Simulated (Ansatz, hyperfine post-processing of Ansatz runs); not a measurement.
# Na3CoPCO7: isotropic lines and sites in a paramagnetic 23Na spectrum

Calculated values: DFT, PBEsol+U, plane-wave PAW, default files (PAW set soft_2), collinear spin, scalar-relativistic (Ansatz), contact and point-dipole shifts scaled to 298 K with Θ = 0 K (a pure Curie law); spin-only moments, above the ordering temperature.

```
Co P Na O C
1.0
     5.29756    0.00000    0.00000
     0.00000    6.62278    0.00000
    -0.02706    0.00000    8.99743
Co P Na O C
2 2 6 14 2
Cartesian
  2.4684 1.6510 1.8559
  2.8021 4.9624 7.1416
  2.7415 4.8840 1.3651
  2.5290 1.5726 7.6323
  2.6243 6.5302 4.4572
  0.3185 4.8510 2.9765
  0.0434 6.5514 0.0664
  5.2271 3.2400 8.9310
  4.9520 1.5396 6.0209
  2.6462 3.2188 4.5402
  0.8451 1.5927 4.0506
  4.0041 1.5310 3.3681
  2.2693 3.6502 2.2219
  2.2339 6.1206 2.1686
  0.3816 1.5432 1.8663
  4.2661 4.8789 1.2055
  2.0026 4.8260 8.9780
  3.2679 1.5146 0.0194
  1.0044 1.5675 7.7919
  4.8889 4.8546 7.1312
  3.0366 2.8092 6.8289
  3.0012 0.3388 6.7755
  1.2664 4.8423 5.6293
  4.4254 4.9041 4.9468
  -0.0173 1.5554 3.0878
  5.2878 4.8668 5.9097
```

23Na MAS at 2.35 T (26.5 MHz), 60 kHz, 298 K; contact and dipolar shift alone, no orbital or quadrupolar part; lines under 1.5 % of the strongest are left out. NMR lines, with heights relative to the strongest:

| position (ppm) | intensity |
| --- | --- |
| -2310.9 | 2.1 |
| -62.0 | 99 |
| -45.2 | 96 |
| 288.4 | 100 |
| 2220.5 | 1.8 |

Q: Find the isotropic shifts among the lines and assign them to the Na sites.

Sidebands are spaced by 2266 ppm (the spinning rate over the resonance of 26.5 MHz). An isotropic line need not be the tallest: it is the area-weighted centre of its own family of sidebands, and the one that stays put when the rate is changed. Isotropic shifts: -45 ppm for atom 5 and the 1 atom equivalent to it (2 Co through links of 73° (2) and 84 to 89° (4)), reduced anisotropy 1249 ppm; 288 ppm for atom 6 and the 1 atom equivalent to it (4 Co through links of 128 to 130° (2), 154° (1) and 175° (1)), reduced anisotropy 121 ppm; -62 ppm for atom 7 and the 1 atom equivalent to it (4 Co through links of 97 to 100° (2) and 107 to 110° (2)), reduced anisotropy -701 ppm. The families' total areas stand as 1:1:1; where areas are equal the match rests on the calculation.

[Logs are printed without paths, hosts, clocks, repeated set-up lines and the standing remarks that a program may print on its own settings, such as how far it seeks lower states.]

[Hosts, paths, dates, database ids (printed as entryN), source tags and the programs' standing remarks are cut or masked in the printed files.]
